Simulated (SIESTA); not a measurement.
How far to go with the SCF threshold: NaBr (I4mm, 2 atoms in the cell)

```xyz
2
Lattice="0.0000 2.9701 2.9701 2.9701 0.0000 2.9701 2.9701 2.9701 0.0000" Properties=species:S:1:pos:R:3 pbc="T T T"
Na     0.0000     0.0000     0.0500
Br     2.9701     2.9701     2.9701
```

Computed with GGA PBE, numerical atomic orbitals DZP, PseudoDojo PBE standard norm-conserving potentials (rewritten from UPF to PSML) run with SIESTA.

Base settings: XC.functional = GGA; XC.authors = PBE; potentials = PseudoDojo PBE standard; PAO.BasisSize = DZP; PAO.EnergyShift = 0.01 Ry; MeshCutoff = 350 Ry; kgrid.MonkhorstPack = 7 7 7; OccupationFunction = FD; ElectronicTemperature = 232.09 K; MaxSCFIterations = 150.

In this ladder: SCF.DM.Tolerance = default; SCF.DM.Converge = false; SCF.H.Converge = false; SCF.FreeE.Converge = true.

The mesh stays at the base's, so the ladder's end is converged at best in this setting alone.

Only quantities that move along the ladder and can be compared are tabulated.

The starting cell has typed, rounded lattice constants, without a prior relaxation at this level. Its lattice was rescaled by up to half a per cent. One atom was moved a little off its site on purpose. Values carry the incompleteness of an atom-centred basis.

```tsv
SCF.FreeE.Tolerance	free energy less the last step's (meV/atom)	pressure (GPa)	gap on the mesh (eV)
1.0E-01 eV	9.83	1.40	4.372
1.0E-02 eV	0.01	0.85	4.297
1.0E-03 eV	0.01	0.85	4.297
1.0E-04 eV	0.00	0.87	4.305
1.0E-05 eV	0.00	0.87	4.305
1.0E-06 eV	0.00	0.87	4.305
1.0E-07 eV	0.00	0.87	4.305
1.0E-08 eV	0.00	0.87	4.305
1.0E-10 eV	0.00	0.87	4.305
1.0E-12 eV	0.00	0.87	4.305
```

Coarsest SCF.FreeE.Tolerance that holds the gap on the mesh within 0.01 eV of the last step, with all finer ones: 1.0E-02 eV; the step before is off by 0.067 eV.

Coarsest SCF.FreeE.Tolerance that holds the pressure within 0.5 GPa of the last step, with all finer ones: 1.0E-02 eV; the step before is off by 0.54 GPa.

Coarsest SCF.FreeE.Tolerance that holds the free energy within 0.5 meV/atom of the last step, with all finer ones: 1.0E-02 eV; the step before is off by 9.8 meV/atom.
